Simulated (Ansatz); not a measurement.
# ZnS: relaxation of cell and atoms with BLYP+D3(BJ)

The system is ZnS.

```xyz
2
Lattice="0.0000 2.7020 2.7020 2.7020 0.0000 2.7020 2.7020 2.7020 0.0000" Properties=species:S:1:pos:R:3 pbc="T T T"
Zn    4.0530    4.0530    4.0530
S     0.0000    0.0000    0.0000
```

| Quantity | Value |
| --- | --- |
| Program | Ansatz 0.2.0 |
| Task | relaxation of cell and atoms |
| Functional | BLYP |
| Dispersion | D3(BJ) |
| Potentials or basis | Ansatz PAW |
| Cutoff | 420 eV (not typed: the program's choice for these potentials) |
| k mesh | 9 × 9 × 9 |
| Occupations | fermi-dirac, width 0.05 eV |
| Spin | no spin polarisation |

The relaxed volume is 19.51 Å³/atom and the relaxed cell is a = 3.807 Å, b = 3.807 Å, c = 3.807 Å, α = 60.00°, β = 60.00°, γ = 60.00°. The space group after relaxing (to 0.05 Å) is F-43m (No. 216). The energy gained by relaxing is 0.5 meV/atom. The ionic steps are 4 and the pressure after relaxing is 0.0 GPa. The band gap on the k mesh is 2.14 eV.

The path:
| step | energy change (eV) | largest force (eV/Å) | volume (Å³) |
| --- | --- | --- | --- |
| 1 | 0.0000 | 0.0000 | 39.45 |
| 2 | -0.0010 | 0.0000 | 39.21 |
| 3 | -0.0012 | 0.0000 | 39.02 |
| 4 | -0.0011 | 0.0000 | 39.02 |

Final structure:
```
CELL_PARAMETERS angstrom
0.00000 2.69209 2.69209
2.69209 0.00000 2.69209
2.69209 2.69209 0.00000
ATOMIC_POSITIONS crystal
Zn 0.75000 0.75000 0.75000
S 0.00000 0.00000 0.00000
```

Run time: 3.7 s on 2 threads of Arm Neoverse V2, on a shared host, peak memory 0.31 GiB.

Caveat: odd divisions of the mesh miss points on the zone boundary, where band edges often lie, so the gap on the mesh can be too wide; the plane-wave basis is chosen anew once the cell has moved, so the energies of steps on either side of that aren't comparable; the PAW data sets come from PBE, with cores solved anew for the run's functional, which leaves a small shift of forces and pressure. A hybrid or GW would open this gap; BLYP tends to underestimate it.
